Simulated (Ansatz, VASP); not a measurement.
## NaCl in VASP and in Ansatz

```xyz
2
Lattice="3.4787 0.0000 0.0000 0.0000 3.4787 0.0000 0.0000 0.0000 3.4787" Properties=species:S:1:pos:R:3 pbc="T T T"
Cl    1.7393    1.7393    1.7393
Na    0.0000    0.0000    0.0000
```

Change from the starting cell: volume scaled by 0.98.

Alike in both runs: task single point; functional PBE; k mesh 8 × 8 × 8; occupations fermi-dirac, width 0.05 eV; no spin polarisation.

```csv
,VASP,Ansatz
version,VASP 6.6.1,Ansatz 0.2.0
potentials or method,"VASP PAW PBE potentials, release 64 (Cl, Na_pv)",Ansatz PAW
plane-wave cutoff (eV),520,420
valence electrons in the cell,14,16
```

```csv
,VASP,Ansatz,Ansatz less VASP
gap on the k mesh at the Fermi level (eV),4.05,4.05,0.000
least direct gap on the mesh (eV),4.55,4.55,0.000
pressure (GPa),0.6,0.7,+0.05
```

The two sets of potentials don't hold the same shells in valence.

A k mesh can miss the band edges.
